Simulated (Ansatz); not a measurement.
# Ga23FeN24: the cost of one run

Program: Ansatz 0.2.0. Level of theory: DFT PBE, scalar-relativistic, plane waves, PAW. These are calculated values, not measurements.

The COD entry's cell or inner coordinates are ideal or old and differ from later refinements, so a difference from it is no clean test against experiment.

2 further runs of the same task are left out: 2 set aside as unsound or not needed.

### 1 The system as given

It takes space group P6_3mc (No. 186, hexagonal). The conventional cell has a = 3.218 Å, b = 3.218 Å, c = 5.243 Å, α = 90.00°, β = 90.00°, γ = 120.00°. Ga (site symmetry 3m) has 4 N at 1.97 to 1.98 Å as nearest neighbours. Around N (site symmetry 3m) lie 4 Ga at 1.97 to 1.98 Å.

Coordinates:

```cif
data_structure
_symmetry_space_group_name_H-M 'P6_3mc'
_symmetry_Int_Tables_number 186
_cell_length_a 3.2184
_cell_length_b 3.2184
_cell_length_c 5.2430
_cell_angle_alpha 90.000
_cell_angle_beta 90.000
_cell_angle_gamma 120.000
_cell_volume 47.03
loop_
_atom_site_label
_atom_site_type_symbol
_atom_site_symmetry_multiplicity
_atom_site_Wyckoff_symbol
_atom_site_fract_x
_atom_site_fract_y
_atom_site_fract_z
_atom_site_occupancy
Ga1 Ga 2 b 0.33333 0.66667 0.99913 1
N1 N 2 b 0.33333 0.66667 0.37587 1
```

It is the result of an earlier relaxation at this level (volume 11.76 Å³/atom; gap on the mesh: 1.71 eV).

The host's static dielectric tensor, from an earlier linear-response run, has a mean of 10.89.

The perfect supercell (rows 0 -2 -1; -2 0 -1; 2 2 -1 in vectors of this cell) comes from an earlier run at this level (48 atoms, E(σ→0) -100030.0602 eV, gap 3.09 eV on its own mesh).

### 2 Making the defect

The atom at (0.334, 0.500, 0.167) of the supercell is replaced. A small random displacement (spread 0.05 Å) lets the symmetry of the site break. Its neighbours are 3 N at 1.97 Å, 1 N at 1.98 Å.

### 3 Relaxing the defect, charge 0

Input file input.yaml:

```yaml
crystal:
  lattice:
    - [3.2184289061, -5.5744823859, -5.2430304973]
    - [-6.4368578122, 0.0, -5.2430304973]
    - [3.2184289061, 5.5744823859, -5.2430304973]
  atoms:
    - { symbol: Fe, position: [0.3381403568, 0.5084678301, 0.1630878174], spin: 4.0 }
    - { symbol: Ga, position: [0.0002894373, 0.1669561039, 0.8336227706] }
    - { symbol: Ga, position: [0.6669561039, 0.3336227706, 0.0002894373] }
    - { symbol: Ga, position: [0.1669561039, 0.8336227706, 0.0002894373] }
    - { symbol: Ga, position: [0.1669561039, 0.3336227706, 0.5002894373] }
    - { symbol: Ga, position: [0.8336227706, 0.0002894373, 0.1669561039] }
    - { symbol: Ga, position: [0.5002894373, 0.6669561039, 0.8336227706] }
    - { symbol: Ga, position: [0.8336227706, 0.5002894373, 0.6669561039] }
    - { symbol: Ga, position: [0.5002894373, 0.1669561039, 0.3336227706] }
    - { symbol: Ga, position: [0.3336227706, 0.0002894373, 0.6669561039] }
    - { symbol: Ga, position: [0.0002894373, 0.6669561039, 0.3336227706] }
    - { symbol: Ga, position: [0.6669561039, 0.8336227706, 0.5002894373] }
    - { symbol: Ga, position: [0.6669561039, 0.5002894373, 0.3336227706] }
    - { symbol: Ga, position: [0.3336227706, 0.1669561039, 0.0002894373] }
    - { symbol: Ga, position: [0.0002894373, 0.3336227706, 0.1669561039] }
    - { symbol: Ga, position: [0.5002894373, 0.8336227706, 0.1669561039] }
    - { symbol: Ga, position: [0.5002894373, 0.3336227706, 0.6669561039] }
    - { symbol: Ga, position: [0.1669561039, 0.0002894373, 0.3336227706] }
    - { symbol: Ga, position: [0.8336227706, 0.6669561039, 0.0002894373] }
    - { symbol: Ga, position: [0.1669561039, 0.5002894373, 0.8336227706] }
    - { symbol: Ga, position: [0.8336227706, 0.1669561039, 0.5002894373] }
    - { symbol: Ga, position: [0.6669561039, 0.0002894373, 0.8336227706] }
    - { symbol: Ga, position: [0.3336227706, 0.6669561039, 0.5002894373] }
    - { symbol: Ga, position: [0.0002894373, 0.8336227706, 0.6669561039] }
    - { symbol: "N", position: [0.5413772294, 0.7080438961, 0.3747105627] }
    - { symbol: "N", position: [0.2093604762, 0.3729019657, 0.0394707888] }
    - { symbol: "N", position: [0.8747105627, 0.5413772294, 0.2080438961] }
    - { symbol: "N", position: [0.3747105627, 0.0413772294, 0.2080438961] }
    - { symbol: "N", position: [0.3747105627, 0.5413772294, 0.7080438961] }
    - { symbol: "N", position: [0.0413772294, 0.2080438961, 0.3747105627] }
    - { symbol: "N", position: [0.7080438961, 0.8747105627, 0.0413772294] }
    - { symbol: "N", position: [0.0413772294, 0.7080438961, 0.8747105627] }
    - { symbol: "N", position: [0.7080438961, 0.3747105627, 0.5413772294] }
    - { symbol: "N", position: [0.5413772294, 0.2080438961, 0.8747105627] }
    - { symbol: "N", position: [0.2080438961, 0.8747105627, 0.5413772294] }
    - { symbol: "N", position: [0.8747105627, 0.0413772294, 0.7080438961] }
    - { symbol: "N", position: [0.534273505, 0.3748054386, 0.2131987602] }
    - { symbol: "N", position: [0.2080438961, 0.0413772294, 0.8747105627] }
    - { symbol: "N", position: [0.8747105627, 0.2080438961, 0.0413772294] }
    - { symbol: "N", position: [0.3723596709, 0.7183138455, 0.0450621171] }
    - { symbol: "N", position: [0.3747105627, 0.2080438961, 0.5413772294] }
    - { symbol: "N", position: [0.0413772294, 0.8747105627, 0.2080438961] }
    - { symbol: "N", position: [0.7080438961, 0.5413772294, 0.8747105627] }
    - { symbol: "N", position: [0.0413772294, 0.3747105627, 0.7080438961] }
    - { symbol: "N", position: [0.7080438961, 0.0413772294, 0.3747105627] }
    - { symbol: "N", position: [0.5413772294, 0.8747105627, 0.7080438961] }
    - { symbol: "N", position: [0.2097710601, 0.5378187099, 0.3727394457] }
    - { symbol: "N", position: [0.8747105627, 0.7080438961, 0.5413772294] }
  host:
    lattice:
      - [3.2184289061, 0.0, 0.0]
      - [-1.6092144531, 2.787241193, 0.0]
      - [0.0, 0.0, 5.2430304973]
    atoms:
      - { symbol: Ga, position: [0.3333333333, 0.6666666667, -0.0008683118] }
      - { symbol: Ga, position: [0.6666666667, 0.3333333333, 0.4991316882] }
      - { symbol: "N", position: [0.3333333333, 0.6666666667, 0.3758683118] }
      - { symbol: "N", position: [0.6666666667, 0.3333333333, 0.8758683118] }
basis:
  ecutwfc: 420
  xc_grid: 2
kpoints:
  mp_grid: { grid: [2, 2, 2], shift: [0.5, 0.5, 0.5] }
hamiltonian:
  xc: pbe
scf:
  occupations: { method: gaussian, width: 0.01 }
output:
  forces: true
  stress: false
  eigenvalues: true
  populations: true
  charged_corrections:
    defect_position: [0.33362277, 0.50028944, 0.1669561]
    epsilon: [[10.4942, 0.0, 0.0], [0.0, 10.4942, 0.0], [0.0, 0.0, 11.6904]]
  write_density: true
  write_potential: true
  elf: true
  volumetric_format: npy
magnetization:
  spin_polarized: true
relax:
  adjacent_minimum: "off"
  f_tol: 0.025
  max_steps: 60
```

Run with:

```console
$ ansatz run input.yaml --threads 8 --pin off --max-ram 22528MiB --backend cpu --events-out ev --progress --plain --runs-dir out
```

**Question.** How long does this run take on 8 threads of Arm Neoverse V1, shared host, and how much memory does it need?

About 3.4 min, with a peak of 5.5 GiB.
